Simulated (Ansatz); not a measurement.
BN (P6_3mc), random displacements

The calculation used DFT r2SCAN, scalar-relativistic, plane waves, PAW (Ansatz 0.2.0). Cutoff 500 eV, Γ-centred 12×12×6 k-points, Gaussian smearing of 0.05 eV. No spin polarisation. Energies are free energies at this smearing, counted from the undisturbed cell; pressure is positive in compression.

Zero of the scan (as given, not relaxed at this level; this wurtzite form isn't the usual structure):

```xyz
4
Lattice="2.5539 0.0000 0.0000 -1.2770 2.2118 0.0000 0.0000 0.0000 4.2269" Properties=species:S:1:pos:R:3 pbc="T T T"
B     1.2770    0.7373    4.2257
B     0.0000    1.4745    2.1123
N     1.2770    0.7373    2.6430
N     0.0000    1.4745    0.5295
```

The atoms are displaced (Å, in the unstrained cell):

```tsv
atom	ux	uy	uz
B1	0.105	-0.093	0.049
B2	-0.104	-0.091	-0.109
N3	-0.124	0.033	0.146
N4	0.123	0.151	-0.086
```

Strain (Voigt, engineering shear): (0.0803, -0.0794, -0.0643, -0.1263, -0.0880, 0.0370).

(1) What are the energy change, the stress and the forces?

Answers

(1) ΔE = 1151.4 meV/atom; stress (xx, yy, zz, yz, xz, xy; compression positive) (-34.20, 133.82, 93.92, 4.07, 14.03, -19.42) GPa; gap on the mesh 2.75 eV.
```
atom Fx (eV/Å) Fy Fz
  B1      -1.56   12.02  -4.35
  B2       1.71    3.05   4.28
  N3       0.80   -1.50  -8.54
  N4      -0.95  -13.57   8.60
```

Cost: 1 run of about 0.91 core-minutes, on Intel Xeon Processor @ 2.50GHz (Skylake/Cascade Lake) (shared hosts).